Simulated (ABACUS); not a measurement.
# Sn (Fd-3m) in ABACUS: a series of runs

The runs below take Sn through single point, relaxation of cell and atoms, with rSCAN.

All numbers are computed with ABACUS 3.10.1; they aren't measurements. Logs are shortened: lines on timing, memory, paths and dates and some standing lists are left out, and cuts for length are marked.

### Step 1. The crystal as given

Symmetry: Fd-3m, No. 227, cubic system. The conventional cell has a = 6.467 Å, b = 6.467 Å, c = 6.467 Å, α = 90.00°, β = 90.00°, γ = 90.00°. Around Sn (site symmetry -43m) lie 4 Sn at 2.80 Å.

This isn't the form of Sn at room conditions, which is tetragonal (white tin).

### Step 2. Single point, rSCAN

Input file run_abacus.py:

```python
"""ABACUS run from a structure file: ASE reads it, the script writes STRU, KPT and INPUT."""
import re
import subprocess
from ase.io import read
from ase.units import Bohr

atoms = read("Sn.cif")
atoms = atoms[(-atoms.numbers).argsort(kind="stable")]  # ABACUS lists atoms element by element
pseudo = {'Sn': 'Sn_ONCV_PBE-1.2.upf'}
orbital = {}
magmoms = None
kmesh = [4, 4, 4]
params = {
    'suffix': 'Sn',
    'calculation': 'scf',
    'basis_type': 'pw',
    'pseudo_dir': './',
    'symmetry': 1,
    'dft_functional': 'MGGA_X_RSCAN+MGGA_C_RSCAN',
    'ecutwfc': 84,
    'pseudo_rcut': 10,
    'nspin': 1,
    'nbands': 24,
    'ks_solver': 'dav',
    'smearing_method': 'fd',
    'smearing_sigma': 0.00367493,
    'scf_thr': 1e-08,
    'scf_nmax': 100,
    'mixing_type': 'broyden',
    'mixing_beta': 0.7,
    'cal_force': 1,
    'cal_stress': 1,
    'mixing_tau': 1,
    'out_chg': 1,
    'out_pot': 2,
    'out_elf': 1,
}

symbols = atoms.get_chemical_symbols()
elements = list(dict.fromkeys(symbols))
lines = ["ATOMIC_SPECIES"] + [f"{e} {atoms.get_masses()[symbols.index(e)]:.4f} {pseudo[e]}" for e in elements]
if orbital:
    lines += ["", "NUMERICAL_ORBITAL"] + [orbital[e] for e in elements]
lines += ["", "LATTICE_CONSTANT", f"{1 / Bohr:.10f}", "", "LATTICE_VECTORS"]
lines += [" ".join(f"{x:.10f}" for x in v) for v in atoms.cell]
lines += ["", "ATOMIC_POSITIONS", "Direct"]
for e in elements:
    lines += ["", e, "0.0", str(symbols.count(e))]
    for i, p in enumerate(atoms.get_scaled_positions(wrap=False)):
        if symbols[i] == e:
            mag = "" if magmoms is None else " mag " + " ".join(str(x) for x in (magmoms[i] if isinstance(magmoms[i], list) else [magmoms[i]]))
            lines.append(" ".join(f"{x:.10f}" for x in p) + " 1 1 1" + mag)
open("STRU", "w").write("\n".join(lines) + "\n")
open("KPT", "w").write("K_POINTS\n0\nGamma\n%d %d %d 0 0 0\n" % tuple(kmesh))
open("INPUT", "w").write("INPUT_PARAMETERS\n" + "".join(f"{k:<20s}{v}\n" for k, v in params.items()))

done = subprocess.run(['mpirun', '-np', '4', 'abacus'])
if done.returncode:
    raise SystemExit(done.returncode)
log = open("OUT.Sn/running_scf.log").read()
print("final energy (eV):", re.findall(r"FINAL_ETOT_IS (\S+)", log))
```

Input file Sn.cif:

```cif
data_Sn
_cell_length_a 4.57263724
_cell_length_b 4.57263724
_cell_length_c 4.57263724
_cell_angle_alpha 60.00000000
_cell_angle_beta 60.00000000
_cell_angle_gamma 60.00000000
_space_group_name_H-M_alt 'P1'
_space_group_name_Hall 'P 1'
_space_group_IT_number 1
loop_
_space_group_symop_operation_xyz
'x,y,z'
loop_
_atom_site_label
_atom_site_type_symbol
_atom_site_symmetry_multiplicity
_atom_site_Wyckoff_symbol
_atom_site_fract_x
_atom_site_fract_y
_atom_site_fract_z
_atom_site_occupancy
Sn1 Sn 1 a 0.7500000000 0.7500000000 0.7500000000 1
Sn2 Sn 1 a 0.5000000000 0.5000000000 0.5000000000 1
```

Potentials or basis: SG15 ONCV 1.2 PBE, plane waves.

Run with:

```
OMP_NUM_THREADS=1 python run_abacus.py > log
```

running log:

```text
ABACUS v3.10.1

               Atomic-orbital Based Ab-initio Computation at UStc

 ------------------------------------------------------------------------------------

 READING GENERAL INFORMATION
                           global_out_dir = OUT.Sn/
                           global_in_card = INPUT
                               pseudo_dir = ./
                              orbital_dir =
                                    DSIZE = 4
                                    GSIZE = 1

 READING UNITCELL INFORMATION
                                    ntype = 1
                  lattice constant (Bohr) = 1.88973
              lattice constant (Angstrom) = 1

 READING ATOM TYPE 1
                               atom label = Sn
                      L=0, number of zeta = 1
                      L=1, number of zeta = 1
                      L=2, number of zeta = 1
             number of atom for this type = 2

                        TOTAL ATOM NUMBER = 2
DIRECT COORDINATES
    atom                   x                   y                   z     mag                  vx                  vy                  vz
taud_Sn1            0.7500000000        0.7500000000        0.7500000000  0.0000        0.0000000000        0.0000000000        0.0000000000
taud_Sn2            0.5000000000        0.5000000000        0.5000000000  0.0000        0.0000000000        0.0000000000        0.0000000000

                          Volume (Bohr^3) = 456.228
                             Volume (A^3) = 67.6059

 Lattice vectors: (Cartesian coordinate: in unit of a_0)
             +4.57264                  +0                  +0
             +2.28632            +3.96002                  +0
             +2.28632            +1.32001            +3.73354
 Reciprocal vectors: (Cartesian coordinate: in unit of 2 pi/a_0)
            +0.218692           -0.126262          -0.0892807
                   -0           +0.252524          -0.0892807
                   +0                  -0           +0.267842
 The esolver type has been set to : ksdft_pw

                PAO radial cut off (Bohr) = 10

 Read in pseudopotential file is Sn_ONCV_PBE-1.2.upf
                     pseudopotential type = NC
          exchange-correlation functional = PBE
                 nonlocal core correction = 0
                        valence electrons = 14
                                     lmax = 2
                           number of zeta = 0
                     number of projectors = 6
                           L of projector = 0
                           L of projector = 0
                           L of projector = 1
                           L of projector = 1
                           L of projector = 2
                           L of projector = 2
 XC functional updated to : MGGA_X_RSCAN+MGGA_C_RSCAN
          exchange-correlation functional = MGGA_X_RSCAN+MGGA_C_RSCAN
     initial pseudo atomic orbital number = 0

 SETUP THE ELECTRONS NUMBER
            electron number of element Sn = 14
      total electron number of element Sn = 28
            AUTOSET number of electrons:  = 28
                           occupied bands = 14
                                   NBANDS = 24
                                   NLOCAL = 18

%%%%%%%%%%%%%%%%%%%%%%%%%%%%%%%%%%%%%%%%%%%%%%%%%%%%%%%%%%%%%%%%%%%%%%%%%%%%%%%%%%%%%%%%%%%%%%%%%%%%%%%%%%
 Warning: the number of valence electrons in pseudopotential > 4 for Sn: [Kr] 4d10 5s2 5p2
 Pseudopotentials with additional electrons can yield (more) accurate outcomes, but may be less efficient.
 If you're confident that your chosen pseudopotential is appropriate, you can safely ignore this warning.
%%%%%%%%%%%%%%%%%%%%%%%%%%%%%%%%%%%%%%%%%%%%%%%%%%%%%%%%%%%%%%%%%%%%%%%%%%%%%%%%%%%%%%%%%%%%%%%%%%%%%%%%%%

 SETUP THE PLANE WAVE BASIS
 energy cutoff for charge/potential (unit:Ry) = 336
            fft grid for charge/potential = [ 54, 54, 54 ]
                        fft grid division = [ 1, 1, 1 ]
        big fft grid for charge/potential = [ 54, 54, 54 ]
                                     nbxx = 40824
                                     nrxx = 40824

 SETUP PLANE WAVES FOR CHARGE/POTENTIAL
                    number of plane waves = 47447
                         number of sticks = 1735

 PARALLEL PW FOR CHARGE/POTENTIAL
     PROC   COLUMNS(POT)             PW
        1            434          11861
        2            434          11862
        3            434          11863
        4            433          11861
 --------------- sum -------------------
        4           1735          47447
                            number of |g| = 422
                                  max |g| = 30.3219
                                  min |g| = 0.0717394

----------- Double Check Mixing Parameters Begin ------------
mixing_type: broyden
mixing_beta: 0.7
mixing_gg0: 1
mixing_gg0_min: 0.1
mixing_ndim: 8
----------- Double Check Mixing Parameters End ------------

 LATTICE VECTORS: (CARTESIAN COORDINATE: IN UNIT OF A0)
             +4.57264                  +0                  +0
             +2.28632            +3.96002                  +0
             +2.28632            +1.32001            +3.73354
                       right hand lattice = 1
                                   NORM_A = 4.57264
                                   NORM_B = 4.57264
                                   NORM_C = 4.57264
                           ALPHA (DEGREE) = 60
                           BETA  (DEGREE) = 60
[... 8 lines left out ...]
                                    IBRAV = 3
                                  BRAVAIS = FACE CENTERED CUBIC
                       LATTICE CONSTANT A = 6.46669
Original cell was already a primitive cell.
                        ROTATION MATRICES = 48
              PURE POINT GROUP OPERATIONS = 24
                   SPACE GROUP OPERATIONS = 48
                                       C2 = 3
                                       C3 = 8
                                       C4 = 0
                                       C6 = 0
                                       S1 = 6
                                       S3 = 0
                                       S4 = 6
                                       S6 = 0
                              POINT GROUP = T_d
               POINT GROUP IN SPACE GROUP = O_h

 SETUP K-POINTS
                                    nspin = 1
                   Input type of k points = Monkhorst-Pack(Gamma)
                                   nkstot = 64
                       right hand lattice = 1
(for reciprocal lattice: )
[... 8 lines left out ...]
                       right hand lattice = 1
                        ROTATION MATRICES = 48
                               nkstot_ibz = 8
K-POINTS REDUCTION ACCORDING TO SYMMETRY
     IBZ    DIRECT_X    DIRECT_Y    DIRECT_Z  WEIGHT  ibz2bz
       1  0.00000000  0.00000000  0.00000000  0.0156       0
       2  0.25000000  0.25000000  0.25000000  0.1250       1
       3  0.50000000  0.50000000  0.50000000  0.0625       2
       4  0.25000000  0.25000000  0.00000000  0.0938       5
       5  0.50000000  0.50000000  0.25000000  0.3750       6
       6  0.50000000  0.25000000  0.25000000  0.1875       7
       7  0.50000000  0.50000000  0.00000000  0.0469      10
       8  0.50000000  0.25000000 -0.25000000  0.0938      27

                               nkstot now = 8
[... K-POINTS DIRECT COORDINATES: 8 rows ...]

           k-point number in this process = 8
       minimum distributed K point number = 8
[... stars of the k points ...]

[... K-POINTS CARTESIAN COORDINATES: 8 rows ...]

[... K-POINTS DIRECT COORDINATES: 8 rows ...]

 SETUP PLANE WAVES FOR WAVE FUNCTIONS
     energy cutoff for wavefunc (unit:Ry) = 84
              fft grid for wave functions = [ 54, 54, 54 ]
                    number of plane waves = 7119
                         number of sticks = 499

 PARALLEL PW FOR WAVE FUNCTIONS
     PROC   COLUMNS(POT)             PW
        1            125           1781
        2            124           1779
        3            124           1779
        4            126           1780
 --------------- sum -------------------
        4            499           7119

 SETUP NONLOCAL PSEUDOPOTENTIALS IN PLANE WAVE BASIS
 Sn non-local projectors:
 projector 1 L=0
 projector 2 L=0
 projector 3 L=1
 projector 4 L=1
 projector 5 L=2
 projector 6 L=2
      TOTAL NUMBER OF NONLOCAL PROJECTORS = 36

 Init Non-Local PseudoPotential table :
 Init Non-Local-Pseudopotential done.

                                     npwx = 1497

 -------------------------------------------
 SELF-CONSISTENT
 -------------------------------------------
                                 init_chg = atomic

 PW ALGORITHM --------------- ION=   1  ELEC=   1--------------------------------
 Notice: Threshold on eigenvalues was too large.
 hsover_error=0.28 > DRHO=0.0545965
 Origin diag ethr = 0.01
 New diag ethr = 0.000194988

 Density error is 0.0546060573026
                          Error Threshold = 0.000194987628387
----------------------------------------------------------
     Energy           Rydberg                 eV
----------------------------------------------------------
 E_KohnSham     -239.8920728312      -3263.8990955357
 E_Harris       -239.7342231821      -3261.7514408807
 E_Fermi        0.6337645945         8.6228096763
----------------------------------------------------------
[... 51 lines left out ...]
 Density error is 3.39918847539e-09
                          Error Threshold = 2.54785733787e-10
----------------------------------------------------------
     Energy           Rydberg                 eV
----------------------------------------------------------
 E_KohnSham     -239.9734580226      -3265.0063978714
 E_KS(sigma->0) -239.9732393036      -3265.0034220468
 E_Harris       -239.9734958030      -3265.0069118996
 E_band         -15.2178045095       -207.0488523798
 E_one_elec     -101.5615860506      -1381.8162682058
 E_Hartree      62.5918279454        851.6055082926
 E_xc           -28.2062829941       -383.7661681204
 E_Ewald        -172.7969794853      -2351.0235181886
 E_entropy(-TS) -0.0004374380        -0.0059516492
 E_descf        0.0000000000         0.0000000000
 E_exx          0.0000000000         0.0000000000
 E_Fermi        0.6774372556         9.2170067139
----------------------------------------------------------

 charge density convergence is achieved
 final etot is -3265.0063979 eV
 EFERMI = 9.2170067139 eV
The vacuum level is 11.733423478 eV

 STATE ENERGY(eV) AND OCCUPATIONS    NSPIN == 1
 1/8 kpoint (Cartesian) = 0.0000 0.0000 0.0000 (1497 pws)
       1       -12.3055      0.0312500
       2       -12.3055      0.0312500
       3       -12.3055      0.0312500
       4       -12.2277      0.0312500
       5       -12.2277      0.0312500
       6       -11.8696      0.0312500
[... 146 lines left out ...]
      23        21.2620        0.00000
      24        23.2171        0.00000

[... levels at 2 further k points ...]

------------------------------------------------------------------------------------------
 TOTAL-FORCE (eV/Angstrom)
------------------------------------------------------------------------------------------
                       Sn1         0.0000000000         0.0000000000         0.0000000000
                       Sn2         0.0000000000         0.0000000000         0.0000000000
------------------------------------------------------------------------------------------

----------------------------------------------------------------
 TOTAL-STRESS (KBAR)
----------------------------------------------------------------
        13.7704959208         0.0000000000         0.0000000000
        -0.0000000000        13.7704959210         0.0000000000
        -0.0000000000         0.0000000000        13.7704959207
----------------------------------------------------------------
 TOTAL-PRESSURE: 13.770496 KBAR

 --------------------------------------------
 !FINAL_ETOT_IS -3265.0063978713906181 eV
 --------------------------------------------
```

It took 36 s on 4 MPI ranks of Intel Xeon Platinum 8259CL at 2.50GHz (Skylake/Cascade Lake), shared host; peak memory 0.36 GiB.

Results:

- Free energy: -3265.0064 eV
- Pressure: 1.4 GPa
- Band gap on the k mesh: none (metal or under the smearing width)

Caveat: the k mesh is coarse (spacing up to 0.42 Å⁻¹), so the values aren't converged; the potentials were made for another functional, which shifts forces and pressure.

### Step 3. Relaxation of cell and atoms, rSCAN

run_abacus.py: that of step 2 with these lines changed.

```diff
@@ -6,3 +6,3 @@
 
-atoms = read("Sn.cif")
+atoms = read("POSCAR")
 atoms = atoms[(-atoms.numbers).argsort(kind="stable")]  # ABACUS lists atoms element by element
@@ -14,3 +14,3 @@
     'suffix': 'Sn',
-    'calculation': 'scf',
+    'calculation': 'cell-relax',
     'basis_type': 'pw',
@@ -22,3 +22,3 @@
     'nspin': 1,
-    'nbands': 24,
+    'nbands': 18,
     'ks_solver': 'dav',
@@ -33,5 +33,8 @@
     'mixing_tau': 1,
-    'out_chg': 1,
-    'out_pot': 2,
-    'out_elf': 1,
+    'relax_nmax': 60,
+    'force_thr_ev': 0.02,
+    'relax_method': 'cg',
+    'out_stru': 1,
+    'stress_thr': 1,
+    'kpar': 4,
 }
@@ -59,3 +62,3 @@
     raise SystemExit(done.returncode)
-log = open("OUT.Sn/running_scf.log").read()
+log = open("OUT.Sn/running_cell-relax.log").read()
 print("final energy (eV):", re.findall(r"FINAL_ETOT_IS (\S+)", log))
```

Input file POSCAR:

```
Sn
1.0
    0.0000000000      3.2333428000      3.2333428000
    3.2333428000      0.0000000000      3.2333428000
    3.2333428000      3.2333428000      0.0000000000
Sn
2
Direct
    0.7500000000      0.7500000000      0.7500000000
    0.5000000000      0.5000000000      0.5000000000
```

Potentials or basis: SG15 ONCV 1.2 PBE, plane waves.

Run with:

```
OMP_NUM_THREADS=1 python run_abacus.py > log
```

Run time: 78 s. Hardware: 4 MPI ranks of Intel Xeon Platinum 8259CL at 2.50GHz (Skylake/Cascade Lake), shared host; peak memory 0.52 GiB.

The run converged. Its results:

* Free energy: -3265.0152 eV
* Relaxed volume: 34.85 Å³/atom
* Relaxed cell: a = 4.619 Å, b = 4.619 Å, c = 4.619 Å, α = 60.00°, β = 60.00°, γ = 60.00°
* Space group after relaxing (to 0.05 Å): Fd-3m (No. 227)
* Energy gained by relaxing: 4.4 meV/atom
* Ionic steps: 3
* Pressure after relaxing: 0.0 GPa
* Band gap on the k mesh: none (metal or under the smearing width)

The path:
```
step  energy change (eV)  largest force (eV/Å)  pressure (GPa)  volume (Å³)
   1              0.0000                0.0000            1.38        67.61
   2             -0.0073                0.0000           -0.53        70.61
   3             -0.0088                0.0000            0.01        69.70
```

Final structure:
```
CELL_PARAMETERS angstrom
0.00000 3.26640 3.26640
3.26640 0.00000 3.26640
3.26640 3.26640 0.00000
ATOMIC_POSITIONS crystal
Sn 0.75000 0.75000 0.75000
Sn 0.50000 0.50000 0.50000
```

Levels at points of the mesh, in eV from the Fermi level:
```
           k point  band 10  band 11  band 12  band 13  band 14  band 15  band 16  band 17  band 18
(0.00, 0.00, 0.00)   -20.97   -10.98    -1.01     0.15     0.15     0.15     2.44     2.44     2.44
(0.50, 0.50, 0.50)   -20.93    -9.34    -6.51    -1.08    -1.08     0.01     3.63     3.63     6.23
(0.50, 0.50, 0.00)   -20.91    -7.83    -7.83    -2.44    -2.44     1.13     1.13     8.06     8.06
```

Caveat: the k mesh is coarse (spacing up to 0.42 Å⁻¹), so the values aren't converged; the potentials were made for another functional, which shifts forces and pressure. Zero-point motion and thermal expansion aren't in these numbers.
